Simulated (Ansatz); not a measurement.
## HfSi: a film clamped to a substrate

All numbers below come from DFT PBEsol, scalar-relativistic, plane waves, PAW in Ansatz. The runs took a 420 eV cutoff, a Γ-centred 6×10×8 mesh and Gaussian smearing (0.15 eV). Spin–orbit coupling is left out, which can shift energies with elements as heavy as these. No spin polarisation. Energies are free energies at this smearing, counted from the undisturbed cell; pressure is positive in compression.

The starting cell (relaxed at this level; it needn't be the usual structure):

```yaml
crystal:
  lattice:
    - [6.82181, 0.00000, 0.00000]
    - [0.00000, 3.75964, 0.00000]
    - [0.00000, 0.00000, 5.20174]
  atoms:
    - { symbol: Hf, position: [0.17559, 0.25000, 0.12649] }
    - { symbol: Hf, position: [0.32441, 0.75000, 0.62649] }
    - { symbol: Hf, position: [0.67559, 0.25000, 0.37351] }
    - { symbol: Hf, position: [0.82441, 0.75000, 0.87351] }
    - { symbol: Si, position: [0.04306, 0.25000, 0.64020] }
    - { symbol: Si, position: [0.45694, 0.75000, 0.14020] }
    - { symbol: Si, position: [0.54306, 0.25000, 0.85980] }
    - { symbol: Si, position: [0.95694, 0.75000, 0.35980] }
```

The cell (8 atoms, V0 = 133.41 Å³) is strained by p along both x and y and by q along z, fractional coordinates fixed. τp = (1/V0) ∂E/∂p = (σxx + σyy)(1 + p)(1 + q) and τq = (1/V0) ∂E/∂q = σzz(1 + p)², with tension positive.

```
     p q  ΔE (meV/atom)  τp (GPa)  τq (GPa)
 0.000   0.000           0.00      0.01     -0.01
-0.030   0.000          40.74    -27.26     -4.59
 0.030   0.000          34.03     20.80      4.10
 0.000  -0.030          18.33     -4.55    -12.24
 0.000   0.030          15.26      4.12      9.34
```

Q: Get the second derivatives of the energy density.

A: Central differences give A = ∂τp/∂p = 801 GPa (C11 + C22 + 2 C12), C = ∂τq/∂q = 360 GPa (C33) and the cross term B = ∂τq/∂p = 145 GPa (C13 + C23); ∂τp/∂q = 144 GPa must equal B, and any difference shows higher-order terms. Steps this large leave an error of some per cent of A or C in all of these, which can swamp a small B. The ions are clamped.

Q: A film of this crystal grows with z along the normal on a substrate that imposes p. How does its thickness respond, and what does the misfit cost?

A: Count p and q from the stress-free cell. A free surface needs τq = 0, so q = −(B/C) p = -0.40 p. The energy density left is (A − B²/C) p²/2 = M p², with the biaxial modulus M = 371 GPa; a misfit of 1 % costs 3.87 meV/atom, against 4.17 meV/atom if the thickness were held.

At p = -0.030 the energies along q are 74.1 (q = -0.030), 52.5 (q = -0.015), 40.7 (q = 0.000), 37.7 (q = 0.015), 42.2 (q = 0.030) meV/atom.

Q: Does the linear rule hold at this misfit?

A: A parabola through the lowest point and its neighbours has its minimum at q = 0.014, 37.7 meV/atom. With the stress left in the starting cell, τp0 and τq0, linear elasticity gives q = −(τq0 + Bp)/C = 0.012 and E = V0(τp0 p + τq0 q + Ap²/2 + Bpq + Cq²/2)/N = 34.8 meV/atom. The two agree within a tenth in energy.

Forces appear on the atoms along this scan, and letting them relax would lower the energy and soften the response. In a metal these slopes depend on the k mesh and the smearing.

The film responds to misfit mainly by changing its volume. Its thickness follows q = -0.40 p, far short of what would offset the change in area, so letting it adjust lowers the cost of a 1 % misfit only from 4.17 to 3.87 meV/atom. The cause is the small cross term beside the two direct stiffnesses. This probably reflects directional Hf d–Si p bonding, which resists changes in bond angle as well as length, whereas a softer response to shape change would favour keeping the volume.

Compression costs more than equal extension along both strain paths, as expected when shortened contacts meet steeply rising Pauli repulsion while stretched bonds weaken. The same anharmonicity explains why linear elasticity puts the compressed film at 34.8 meV/atom, below the 37.7 meV/atom from the scan; under tension it would probably err the other way. Because x and y are strained equally, the biaxial modulus doesn't show which in-plane direction tolerates misfit better, which matters for an orthorhombic film on a real substrate.
